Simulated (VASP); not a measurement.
# AlFe (Pm-3m) in VASP: notebook

Runs on AlFe. Level: PBE. Tasks: single point.

Program: VASP 6.6.1. These are calculated values, not measurements. Logs are shortened: lines on timing, memory, paths and dates and some standing lists are left out, and cuts for length are marked.

## Step 1: The crystal as given

The structure is cubic, space group Pm-3m (No. 221). Conventional cell: a = 2.910 Å, b = 2.910 Å, c = 2.910 Å, α = 90.00°, β = 90.00°, γ = 90.00°. Around Al (site symmetry m-3m) lie 8 Fe at 2.52 Å. Around Fe (site symmetry m-3m) lie 8 Al at 2.52 Å.

## Step 2: Single point, PBE

Contents of INCAR:

```
PREC = Accurate ; ENCUT = 520
EDIFF = 1E-7 ; ISMEAR = 0
SIGMA = 0.05 ; LREAL = False
LASPH = True ; NELM = 80
ALGO = Normal ; ISIF = 2
LWAVE = False ; LCHARG = True
GGA = PE ; LELF = True
LVHAR = True ; NBANDS = 12
```

Contents of KPOINTS:

```
regular mesh
0
Gamma
  16 16 16
```

Contents of POSCAR:

```
AlFe
1.0
    2.9100000000      0.0000000000      0.0000000000
    0.0000000000      2.9100000000      0.0000000000
    0.0000000000      0.0000000000      2.9100000000
Al Fe
1 1
Direct
    0.0000000000      0.0000000000      0.0000000000
    0.5000000000      0.5000000000      0.5000000000
```

Potentials or basis: VASP PAW PBE potentials, release 64 (Al, Fe).

Command:

```
$ cat potpaw_PBE.64/Al/POTCAR potpaw_PBE.64/Fe/POTCAR > POTCAR
$ mpirun -np 1 vasp_std > vasp.out
```

OUTCAR:

```text
PREC = Accurate
   ENCUT = 520
   EDIFF = 1E-7
   ISMEAR = 0
   LREAL = False
   LASPH = True
   NELM = 80
   ISIF = 2
   GGA = PE

 ion  position               nearest neighbor table
   1  0.000  0.000  0.000-   2 2.52   2 2.52   2 2.52   2 2.52   2 2.52   2 2.52   2 2.52   2 2.52

   2  0.500  0.500  0.500-   1 2.52   1 2.52   1 2.52   1 2.52   1 2.52   1 2.52   1 2.52   1 2.52

  LATTYP: Found a simple cubic cell.
 ALAT       =     2.9100000000

  Lattice vectors:

 A1 = (   2.9100000000,   0.0000000000,   0.0000000000)
 A2 = (   0.0000000000,   2.9100000000,   0.0000000000)
 A3 = (   0.0000000000,   0.0000000000,   2.9100000000)

Analysis of symmetry for initial positions (statically):
=====================================================================
 Subroutine PRICEL returns:
 Original cell was already a primitive cell.

 Routine SETGRP: Setting up the symmetry group for a
 simple cubic supercell.

 Subroutine GETGRP returns: Found 48 space group operations
 (whereof 48 operations were pure point group operations)
 out of a pool of 48 trial point group operations.

The static configuration has the point symmetry O_h .

Analysis of symmetry for dynamics (positions and initial velocities):
=====================================================================
 Subroutine PRICEL returns:
 Original cell was already a primitive cell.

 Routine SETGRP: Setting up the symmetry group for a
 simple cubic supercell.

 Subroutine GETGRP returns: Found 48 space group operations
 (whereof 48 operations were pure point group operations)
 out of a pool of 48 trial point group operations.

The dynamic configuration has the point symmetry O_h .

 Subroutine INISYM returns: Found 48 space group operations
 (whereof 48 operations are pure point group operations),
 and found     1 'primitive' translations

----------------------------------------------------------------------------------------

                                     Primitive cell

  volume of cell :      24.6422

  direct lattice vectors                    reciprocal lattice vectors
     2.910000000  0.000000000  0.000000000     0.343642612  0.000000000  0.000000000
     0.000000000  2.910000000  0.000000000     0.000000000  0.343642612  0.000000000
     0.000000000  0.000000000  2.910000000     0.000000000  0.000000000  0.343642612

  length of vectors
     2.910000000  2.910000000  2.910000000     0.343642612  0.343642612  0.343642612

  position of ions in fractional coordinates (direct lattice)
     0.000000000  0.000000000  0.000000000
     0.500000000  0.500000000  0.500000000

  ion indices of the primitive-cell ions
   primitive index   ion index
                 1           1
                 2           2

----------------------------------------------------------------------------------------

 KPOINTS: regular mesh

Automatic generation of k-mesh.
 Grid dimensions read from file:
 generate k-points for:   16   16   16

 Generating k-lattice:

  Cartesian coordinates                     Fractional coordinates (reciprocal lattice)
     0.021477663  0.000000000  0.000000000     0.062500000  0.000000000  0.000000000
     0.000000000  0.021477663  0.000000000     0.000000000  0.062500000  0.000000000
     0.000000000  0.000000000  0.021477663     0.000000000  0.000000000  0.062500000

  Length of vectors
     0.021477663  0.021477663  0.021477663

  Shift w.r.t. Gamma in fractional coordinates (k-lattice)
     0.000000000  0.000000000  0.000000000

 Subroutine IBZKPT returns following result:
 ===========================================

 Found    165 irreducible k-points:

 Following reciprocal coordinates:
            Coordinates               Weight
  0.000000  0.000000  0.000000      1.000000
  0.062500  0.000000  0.000000      6.000000
  0.125000  0.000000  0.000000      6.000000
  0.187500  0.000000  0.000000      6.000000
  0.250000  0.000000  0.000000      6.000000
  0.312500  0.000000  0.000000      6.000000
[... 16 lines left out ...]
  0.437500  0.125000  0.000000     24.000000
  0.500000  0.125000  0.000000     12.000000
 [... further k-points ...]
   k-points           NKPTS =    165   k-points in BZ     NKDIM =    165   number of bands    NBANDS=     12
   number of dos      NEDOS =    301   number of ions     NIONS =      2
   total plane-waves  NPLWV =  13824
   dimension x,y,z NGX =    24 NGY =   24 NGZ =   24
   dimension x,y,z NGXF=    48 NGYF=   48 NGZF=   48
   ions per type =               1   1
   NGX,Y,Z   is equivalent  to a cutoff of  13.71, 13.71, 13.71 a.u.
   NGXF,Y,Z  is equivalent  to a cutoff of  27.42, 27.42, 27.42 a.u.
 SYSTEM =  unknown system
   PREC   = accura    normal or accurate (medium, high low for compatibility)
   ISTART =      0    job   : 0-new  1-cont  2-samecut
   ICHARG =      2    charge: 1-file 2-atom 10-const
   ISPIN  =      1    spin polarized calculation?
   LNONCOLLINEAR =      F non collinear calculations
   LSORBIT =      F    spin-orbit coupling
   LASPH  =      T    aspherical Exc in radial PAW
   ENCUT  =  520.0 eV  38.22 Ry    6.18 a.u.   5.41  5.41  5.41*2*pi/ulx,y,z
   NELM   =     80;   NELMIN=  2; NELMDL= -5     # of ELM steps
   EDIFF  = 0.1E-06   stopping-criterion for ELM
   LREAL  =      F    real-space projection
   EDIFFG = 0.1E-05   stopping-criterion for IOM
   NSW    =      0    number of steps for IOM
   IBRION =     -1    ionic relax: 0-MD 1-quasi-New 2-CG
   NFREE  =      0    steps in history (QN), initial steepest desc. (CG)
   ISIF   =      2    stress and relaxation
   ISYM   =      2    0-nonsym 1-usesym 2-fastsym
   POTIM  = 0.5000    time-step for ionic-motion
   TEBEG  =    0.0;   TEEND  =   0.0 temperature during run
   PSTRESS=    0.0 pullay stress
   NELECT =      11.0000    total number of electrons
   NUPDOWN=      -1.0000    fix difference up-down
   EMIN   =  10.00;   EMAX   =-10.00  energy-range for DOS
   EFERMI =   0.00;   METHOD = LEGACY
   ISMEAR =     0;   SIGMA  =   0.05  broadening in eV -4-tet -1-fermi 0-gaus
   EFERMI_NEDOS =   21; number of points for ismear=-14 and -15
   IALGO  =     38    algorithm
   IMIX   =      4    mixing-type and parameters
     AMIX     =   0.40;   BMIX     =  1.00
     AMIX_MAG =   1.60;   BMIX_MAG =  1.00
  volume/ion in A,a.u.               =      12.32        83.15
  Fermi-wavevector in a.u.,A,eV,Ry     =   1.251160  2.364349 21.298567  1.565401
  Thomas-Fermi vector in A             =   2.385120
   LORBIT       =      0    0 simple, 1 ext, 2 COOP (PROOUT), +10 PAW based schemes
   GGA     = PE    functional components
   LHFCALC =     F    Hartree Fock is set to
   AEXX    =    0.0000 exact exchange contribution
   IVDW    =     0    specifies the selected vdW correction
   LEPSILON=     F    determine dielectric tensor
   LRPA    =     F    only Hartree local field effects (RPA)
 non-spin polarized calculation
 Gauss-broadening in eV      SIGMA  =   0.05
  energy-cutoff  :      520.00
  volume of cell :       24.64
 maximum number of plane-waves:       691
 NGX is ok and might be reduce to    24
   NGX = 11   NGY = 11   NGZ = 11

 number of electron      10.9999994 magnetization

 Free energy of the ion-electron system (eV)
  ---------------------------------------------------
  ext. energy  EPLUGINS =         0.00000000
  ---------------------------------------------------
  free energy    TOTEN  =       -12.59121475 eV

  energy without entropy =      -12.58746039  energy(sigma->0) =      -12.58933757

 E-fermi :   7.5128     XC(G=0): -11.9722

 val. band max:        7.5086244150   @ k =   0.1250   0.1250   0.0625
 cond. band min:       7.5277979668   @ k =   0.3750   0.3750   0.3125
 fundamental gap:      0.0191735518
 Fermi energy:         7.5127564735

 k-point     1 :       0.0000    0.0000    0.0000
  band No.  band energies     occupation
      1      -2.5611      2.00000
      2       5.4439      2.00000
      3       5.4439      2.00000
      4       7.6637      0.00002
      5       7.6637      0.00002
      6       7.6637      0.00002
      7      13.7929      0.00000
      8      13.7929      0.00000
      9      13.7929      0.00000
     10      16.7971      0.00000
     11      16.7971      0.00000
     12      22.5824      0.00000

 k-point     2 :       0.0625    0.0000    0.0000
  band No.  band energies     occupation
      1      -2.4898      2.00000
      2       5.4345      2.00000
      3       5.4654      2.00000
      4       7.6188      0.00270
      5       7.6188      0.00270
      6       7.6682      0.00001
      7      13.1450      0.00000
      8      13.8986      0.00000
      9      13.8986      0.00000
     10      16.7805      0.00000
     11      17.3960      0.00000
     12      22.8152      0.00000

 k-point     3 :       0.1250    0.0000    0.0000
  band No.  band energies     occupation
      1      -2.2766      2.00000
      2       5.3883      2.00000
      3       5.5273      2.00000
      4       7.4962      1.36048
      5       7.4962      1.36029
      6       7.6810      0.00000
      7      11.9414      0.00000
      8      14.2043      0.00000
      9      14.2043      0.00000
     10      16.7314      0.00000
     11      18.4295      0.00000
     12      23.5478      0.00000
[... 286 lines left out ...]
 k-point    23 :       0.4375    0.1250    0.0000
  band No.  band energies     occupation
      1       0.9520      2.00000
      2       2.8225      2.00000
      3       6.0901      2.00000
      4       6.6207      2.00000
      5       6.7787      2.00000
      6       7.6422      0.00025
      7       8.7520      0.00000
      8      14.9446      0.00000
      9      16.8371      0.00000
     10      18.1194      0.00000
     11      19.4451      0.00000
     12      20.2201      0.00000

 k-point    24 :       0.5000    0.1250    0.0000
  band No.  band energies     occupation
      1       1.6505      2.00000
      2       2.0868      2.00000
      3       6.1324      2.00000
      4       6.5855      2.00000
      5       6.7494      2.00000
      6       7.6475      0.00014
      7       8.7031      0.00000
      8      15.2482      0.00000
      9      16.5869      0.00000
     10      18.9647      0.00000
     11      19.2915      0.00000
     12      19.3042      0.00000

 [... further k-points ...]

------------------------ aborting loop because EDIFF is reached ----------------------------------------

  FORCE on cell =-STRESS in cart. coord.  units (eV):
  Direction    XX          YY          ZZ          XY          YZ          ZX
  --------------------------------------------------------------------------------------
  -------------------------------------------------------------------------------------
  Total       -1.0861189     -1.0861189     -1.0861189      0.0000000      0.0000000     -0.0000000
  in kB      -70.6169535    -70.6169535    -70.6169535      0.0000000      0.0000000     -0.0000000
  external PRESSURE =     -70.6169535 kB  Pullay stress =       0.0000000 kB

 VOLUME and BASIS-vectors are now :
 -----------------------------------------------------------------------------
  energy-cutoff  :      520.00
  volume of cell :       24.64
      direct lattice vectors                 reciprocal lattice vectors
     2.910000000  0.000000000  0.000000000     0.343642612  0.000000000  0.000000000
     0.000000000  2.910000000  0.000000000     0.000000000  0.343642612  0.000000000
     0.000000000  0.000000000  2.910000000     0.000000000  0.000000000  0.343642612

 POSITION                                       TOTAL-FORCE (eV/Angst)
 -----------------------------------------------------------------------------------
      0.00000      0.00000      0.00000         0.000000      0.000000      0.000000
      1.45500      1.45500      1.45500         0.000000      0.000000      0.000000
 -----------------------------------------------------------------------------------
    total drift:                                0.000000     -0.000000     -0.000000

  FREE ENERGIE OF THE ION-ELECTRON SYSTEM (eV)
  ---------------------------------------------------
  free  energy   TOTEN  =       -12.5912147511 eV

  energy  without entropy=      -12.5874603877  energy(sigma->0) =      -12.58933757
```

Run time: 18 s. Hardware: 1 thread of Intel Xeon 6975P-C (Granite Rapids), shared host; peak memory 0.18 GiB.

What came out:

```
Free energy            : -12.5912 eV
Pressure               : -7.1 GPa
Band gap on the k mesh : none (metal or under the smearing width)
```

Spin polarisation is off, so any magnetic state and its effect on volume and gap are missing.

## Step 3: Single point, PBE

This run uses another cell than the first one, of 11.74 Å³/atom, 0.953 times its volume.

Contents of INCAR:

```
SYSTEM = AlFe
  PREC = Accurate
  ENCUT = 520
  EDIFF = 1E-6
  ISMEAR = 0
  SIGMA = 0.05
  LREAL = .False.
  LASPH = .True.
  NELM = 80
  ALGO = Fast
  ISIF = 2
  LWAVE = .False.
  LCHARG = .False.
  GGA = PE
  NBANDS = 12
```

Contents of KPOINTS:

```
regular mesh
0
Gamma
  16 16 16
  0 0 0
```

Contents of POSCAR:

```
AlFe
1.0
    2.8637826035      0.0000000000      0.0000000000
    0.0000000000      2.8637826035      0.0000000000
    0.0000000000      0.0000000000      2.8637826035
Al Fe
1 1
Direct
    0.0000000000      0.0000000000      0.0000000000
    0.5000000000      0.5000000000      0.5000000000
```

Potentials or basis: VASP PAW PBE potentials, release 64 (Al, Fe).

Command:

```
$ cat potpaw_PBE.64/Al/POTCAR potpaw_PBE.64/Fe/POTCAR > POTCAR
$ mpirun -np 1 vasp_std > vasp.out
```

Wall time 26 s (1 thread of Intel Xeon 6975P-C (Granite Rapids), shared host); peak memory 0.17 GiB.

Results (log left out):

| Quantity | Value |
| --- | --- |
| Free energy | -12.6145 eV |
| Pressure | 0.9 GPa |
| Band gap on the k mesh | none (metal or under the smearing width) |

Levels at points of the mesh, in eV from the Fermi level:
```tsv
k point	band 4	band 5	band 6	band 7	band 8	band 9
(0.00, 0.00, 0.00)	0.16	0.16	0.16	6.57	6.57	6.57
(0.50, 0.00, 0.00)	-0.85	-0.85	0.29	1.30	8.82	11.30
(0.50, 0.50, 0.00)	-2.00	-0.60	-0.60	0.87	3.59	4.50
(0.50, 0.50, 0.50)	0.91	0.91	3.14	3.14	3.14	4.47
```
